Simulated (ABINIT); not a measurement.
# Pb (Fm-3m) in ABINIT: settings compared

The runs below take Pb through single point, with revPBE, PW91, WC.

All numbers are computed with ABINIT 10.8.3 (patched build); they aren't measurements. Logs are shortened: lines on timing, memory, paths and dates and some standing lists are left out, and cuts for length are marked. The log counts tension as positive stress, the text compression.

## Step 1: The crystal as given

Symmetry: Fm-3m, No. 225, cubic system. Conventional cell: a = 4.950 Å, b = 4.950 Å, c = 4.950 Å, α = 90.00°, β = 90.00°, γ = 90.00°. Pb (site symmetry m-3m) is surrounded by 12 Pb at 3.50 Å.

## Step 2: Single point, revPBE

run.abi reads:

```
pp_dirpath "./"
pseudos "Pb.GGA_PBE-JTH.xml"

acell 3.5002068511 3.5002068511 3.5002068511 Angstrom
rprim
     0.0000000000     0.7071067812     0.7071067812
     0.7071067812     0.0000000000     0.7071067812
     0.7071067812     0.7071067812     0.0000000000
ntypat 1
znucl 82
natom 1
typat 1
xred
     0.0000000000     0.0000000000     0.0000000000

ecut 26.0
pawecutdg 48.0
pawxcdev 0

kptopt 1
ngkpt 9 9 9
nshiftk 1
shiftk 0.0 0.0 0.0

ixc 14

nband 11
occopt 3
tsmear 0.05 eV

nstep 100
tolvrs 1.0e-9

iomode 3
prtwf 0
prtden 0
prteig 0
prtebands 0
enunit 1
```

Potentials or basis: JTH PAW PBE v2.0.

Command:

```
$ abinit run.abi > log 2>&1
```

run.abo:

```text
.Version 10.8.3 of ABINIT
 Symmetries : space group Fm -3 m (#225); Bravais cF (face-center cubic)
================================================================================
 Values of the parameters that define the memory need of the present run
     intxc =       0    ionmov =       0      iscf =      17    lmnmax =      18
     lnmax =       6     mgfft =      32  mpssoang =       3    mqgrid =    3001
     natom =       1  nloc_mem =       2    nspden =       1   nspinor =       1
    nsppol =       1      nsym =      48    n1xccc =       1    ntypat =       1
    occopt =       3   xclevel =       2
       mpw =        1311          nfft =       32768          nkpt =          35
 PAW method is used; the additional fine FFT grid is defined by:
   mgfftf=        45    nfftf =     91125
================================================================================
================================================================================

--------------------------------------------------------------------------------
------------- Echo of variables that govern the present computation ------------
--------------------------------------------------------------------------------
 -outvars: echo values of preprocessed input variables --------
            acell      6.6144323326E+00  6.6144323326E+00  6.6144323326E+00 Bohr
              amu      2.07200000E+02
             ecut      2.60000000E+01 Hartree
           enunit           1
              ixc          14
         kptrlatt        9    0    0      0    9    0      0    0    9
          kptrlen      5.95298910E+01
            natom           1
            nband          11
            ngfft          32      32      32
          ngfftdg          45      45      45
             nkpt          35
            nstep         100
             nsym          48
           ntypat           1
           occopt           3
        pawecutdg      4.80000000E+01 Hartree
         pawxcdev           0
           prtden           0
        prtebands           0
           prteig           0
            prtwf           0
            rprim      0.0000000000E+00  7.0710678120E-01  7.0710678120E-01
                       7.0710678120E-01  0.0000000000E+00  7.0710678120E-01
                       7.0710678120E-01  7.0710678120E-01  0.0000000000E+00
          spgroup         225
           tolvrs      1.00000000E-09
           tsmear      1.83746611E-03 Hartree
            typat      1
           useylm           1
            znucl       82.00000

================================================================================

 chkinp: Checking input parameters for consistency.

================================================================================
== DATASET  1 ==================================================================

--- !DatasetInfo
iteration_state: {dtset: 1, }
dimensions: {natom: 1, nkpt: 35, mband: 11, nsppol: 1, nspinor: 1, nspden: 1, mpw: 1311, }
cutoff_energies: {ecut:  26.0, pawecutdg:  48.0, }
[... 94 lines left out ...]
    1        2.40264         11.38803104

================================================================================

 ----iterations are completed or convergence reached----

 Mean square residual over all n,k,spin=   37.956E-08; max=  83.541E-06
 reduced coordinates (array xred) for    1 atoms
       0.000000000000      0.000000000000      0.000000000000
 rms dE/dt=  0.0000E+00; max dE/dt=  0.0000E+00; dE/dt below (all hartree)
    1       0.000000000000      0.000000000000      0.000000000000

 cartesian coordinates (angstrom) at end:
    1      0.00000000000000     0.00000000000000     0.00000000000000

 cartesian forces (hartree/bohr) at end:
    1     -0.00000000000000    -0.00000000000000    -0.00000000000000
 frms,max,avg= 0.0000000E+00 0.0000000E+00   0.000E+00  0.000E+00  0.000E+00 h/b

 cartesian forces (eV/Angstrom) at end:
    1     -0.00000000000000    -0.00000000000000    -0.00000000000000
 frms,max,avg= 0.0000000E+00 0.0000000E+00   0.000E+00  0.000E+00  0.000E+00 e/A
 length scales=  6.614432332605  6.614432332605  6.614432332605 bohr
              =  3.500206851100  3.500206851100  3.500206851100 angstroms
 Fermi (or HOMO) energy (eV) =   7.29944   Average Vxc (eV)=  -9.39984
 Eigenvalues (   eV  ) for nkpt=  35  k points:
 kpt#   1, nband= 11, wtk=  0.00137, kpt=  0.0000  0.0000  0.0000 (reduced coord)
  -9.69186   -9.69186   -9.69186   -9.55399   -9.55399   -4.32099   14.86406   14.86406
  14.86406   17.19756   18.73577
 prteigrs : prtvol=0 or 1, do not print more k-points.

--- !EnergyTerms
iteration_state     : {dtset: 1, }
comment             : Components of total free energy in Hartree
kinetic             :  4.99977449825698E+00
hartree             :  1.74967202143257E+01
xc                  : -2.52580237705999E+00
Ewald energy        : -4.80335599839893E+01
psp_core            :  1.61088161767059E+00
local_psp           : -5.71183549910694E+01
PAW spherical_terms :  2.24149977956226E+01
internal            : -6.11553432262428E+01
'-kT*entropy'       : -1.14134544537073E-04
total_energy        : -6.11554573607873E+01
total_energy_eV     : -1.66412477129401E+03
...

--- !EnergyTermsDC
iteration_state     : {dtset: 1, }
comment             : '"Double-counting" decomposition of free energy'
band_energy         : -3.18567552333711E+00
Ewald energy        : -4.80335599839893E+01
psp_core            :  1.61088161767059E+00
xc_dc               : -1.73151123382052E+01
PAW spherical_terms :  5.76810049195553E+00
internal            : -6.11553657359055E+01
'-kT*entropy'       : -1.14134544537073E-04
total_energy_dc     : -6.11554798704500E+01
total_energy_dc_eV  : -1.66412538381313E+03
...

--- !EnergyTermsWithPAWCore
iteration_state     : {dtset: 1, }
comment             : 'Components of total free energy, including PAW core contributions'
Total energy        : -2.08824403066819E+04
Total energy DC     : -2.08824403291916E+04
Total energy (eV)   : -5.68240148943764E+05
Total energy DC (eV): -5.68240149556283E+05
...

 Cartesian components of stress tensor (hartree/bohr^3)
  sigma(1 1)= -1.02497438E-04  sigma(3 2)=  0.00000000E+00
  sigma(2 2)= -1.02497438E-04  sigma(3 1)=  0.00000000E+00
  sigma(3 3)= -1.02497438E-04  sigma(2 1)=  0.00000000E+00

-Cartesian components of stress tensor (GPa)         [Pressure=  3.0156E+00 GPa]
- sigma(1 1)= -3.01557874E+00  sigma(3 2)=  0.00000000E+00
- sigma(2 2)= -3.01557874E+00  sigma(3 1)=  0.00000000E+00
- sigma(3 3)= -3.01557874E+00  sigma(2 1)=  0.00000000E+00

== END DATASET(S) ==============================================================
================================================================================

 -outvars: echo values of variables after computation  --------
            acell      6.6144323326E+00  6.6144323326E+00  6.6144323326E+00 Bohr
           etotal     -6.1155479870E+01
            fcart     -0.0000000000E+00 -0.0000000000E+00 -0.0000000000E+00
            rprim      0.0000000000E+00  7.0710678120E-01  7.0710678120E-01
                       7.0710678120E-01  0.0000000000E+00  7.0710678120E-01
                       7.0710678120E-01  7.0710678120E-01  0.0000000000E+00
           strten     -1.0249743803E-04 -1.0249743803E-04 -1.0249743803E-04
                       0.0000000000E+00  0.0000000000E+00  0.0000000000E+00
 Calculation completed.
```

Wall time 14 s (1 thread of Arm Neoverse V2, shared host); peak memory 0.12 GiB.

What came out:

```yaml
Free_energy: -1664.1254 eV
Pressure: 3.0 GPa
Band_gap_on_the_k_mesh: none (metal or under the smearing width)
Valence_electrons_inside_the_program's_atomic_spheres: Pb 11.39 (radii [1.2714] Å)
```

Caveat: the PAW data sets were made with another functional, which shifts forces and pressure a little.

## Step 3: Single point, PW91

run.abi: that of step 2 with these lines changed.

```diff
@@ -24,3 +24,3 @@
 
-ixc 14
+ixc -109134
```

Potentials or basis: JTH PAW PBE v2.0.

Command:

```
$ abinit run.abi > log 2>&1
```

Run time: 16 s. Hardware: 1 thread of Arm Neoverse V2, shared host; peak memory 0.12 GiB.

Results (log left out):

- Free energy: -1667.0363 eV
- Pressure: 1.8 GPa
- Band gap on the k mesh: none (metal or under the smearing width)
- Valence electrons inside the program's atomic spheres: Pb 11.40 (radii [1.2714] Å)

Levels at points of the mesh, in eV from the Fermi level:
```
           k point  band 3  band 4  band 5  band 6  band 7  band 8  band 9  band 10  band 11
(0.00, 0.00, 0.00)  -16.95  -16.81  -16.81  -11.64    7.49    7.49    7.49    10.02    11.51
```

Caveat: the PAW data sets were made with another functional, which shifts forces and pressure a little. The run has no spin-orbit coupling, so splittings on Pb are missing.

## Step 4: Single point, WC

run.abi: that of step 3 with these lines changed.

```diff
@@ -24,3 +24,3 @@
 
-ixc -109134
+ixc 23
```

Command:

```
$ abinit run.abi > log 2>&1
```

It took 15 s on 1 thread of Arm Neoverse V2, shared host; peak memory 0.12 GiB.

It converged, with:

| Quantity | Value |
| --- | --- |
| Free energy | -1666.7843 eV |
| Pressure | -0.9 GPa |
| Band gap on the k mesh | none (metal or under the smearing width) |
| Valence electrons inside the program's atomic spheres | Pb 11.39 (radii [1.2714] Å) |

Levels at points of the mesh, in eV from the Fermi level:
| k point | band 4 | band 5 | band 6 | band 7 | band 8 | band 9 | band 10 | band 11 |
| --- | --- | --- | --- | --- | --- | --- | --- | --- |
| (0.00, 0.00, 0.00) | -16.70 | -16.70 | -11.63 | 7.52 | 7.52 | 7.52 | 10.02 | 11.46 |

Caveat: the PAW data sets were made with another functional, which shifts forces and pressure a little.

## Step 5: Overview

```tsv
level	gap on the mesh (eV)	pressure (GPa)
revPBE	none	3.0
PW91	none	1.8
WC	none	-0.9
```

Alike in all rows: task single point; potentials or basis JTH PAW PBE v2.0; no spin polarisation; cell as given; k mesh 9 × 9 × 9; cutoff (eV) 707; smearing fermi-dirac 0.05 eV.

Every run on the cell as given and a fine mesh finds a metal. The pressure there spans -0.9 GPa (WC) to 3.0 GPa (revPBE); a positive pressure means that this level wants a larger cell, a negative one a smaller.

Caveats: the PAW data sets were made with another functional, which shifts forces and pressure a little.

Total energies depend on the potentials used, so only differences within one code and one set of settings carry meaning.
